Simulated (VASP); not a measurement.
Wanted: the native input for a VASP 6.6.1 run.

```
Task                   : single point
Functional             : PBE
Dispersion             : D3(BJ)
Potentials or basis    : VASP PAW PBE potentials, release 64 (Sn_d, O)
Cutoff                 : 520 eV
k mesh                 : 6 × 6 × 1
Occupations            : gaussian, width 0.02 eV
Spin                   : no spin polarisation
Dipole correction      : yes
Further INCAR settings : ALGO = Fast; EDIFF = 1e-06; NBANDS = 28
```

The structure of SnO lies in POSCAR:

```
SnO
1.0
    3.8370963268      0.0000000000      0.0000000000
    0.0000000000      3.8370963268      0.0000000000
    0.0000000000      0.0000000000     30.6334027786
Sn O
2 2
Direct
    0.5000000000      0.0000000000      0.4621866789
    0.0000000000      0.5000000000      0.5378133211
    0.0000000000      0.0000000000      0.5000000000
    0.5000000000      0.5000000000      0.5000000000
```

The input as run:

INCAR

```
SYSTEM = SnO
PREC     = Accurate       ! precision mode
ENCUT    = 520            ! plane-wave cutoff, eV
EDIFF    = 1E-6           ! SCF threshold, eV
ISMEAR   = 0              ! smearing method
SIGMA    = 0.02           ! smearing width, eV
LREAL    = .FALSE.        ! projectors in reciprocal space
LASPH    = .TRUE.         ! aspherical terms in the spheres
NELM     = 100            ! most SCF steps
ALGO     = Fast           ! electronic algorithm
ISIF     = 2              ! what is computed and relaxed
LWAVE    = .FALSE.        ! write WAVECAR
LCHARG   = .FALSE.        ! write CHGCAR
LDIPOL   = .TRUE.       
IDIPOL   = 3            
DIPOL    = 0.5 0.5 0.500
GGA      = PE             ! functional
IVDW     = 12             ! dispersion correction
NBANDS   = 28             ! bands
```

KPOINTS

```
Automatic mesh
0
G
  6 6 1
  0 0 0
```

Potentials or basis: VASP PAW PBE potentials, release 64 (Sn_d, O).

Launch:

```sh
$ cat potpaw_PBE.64/Sn_d/POTCAR potpaw_PBE.64/O/POTCAR > POTCAR
$ mpirun -np 1 vasp_std > vasp.out
```

It gave:

| Item | Value |
| --- | --- |
| Largest force | 0.416 eV/Å |
| Band gap on the k mesh | 2.97 eV, indirect (least direct gap 3.01 eV) |
| Dispersion energy per atom | -0.136 eV |

Caveat: spin-orbit coupling is left out, which moves the levels of the heavy elements.

It took 4.1 min on 1 thread of Intel(R) Xeon(R) Platinum 8259CL CPU @ 2.50GHz (Skylake/Cascade Lake) (shared host), peak memory 0.52 GiB.
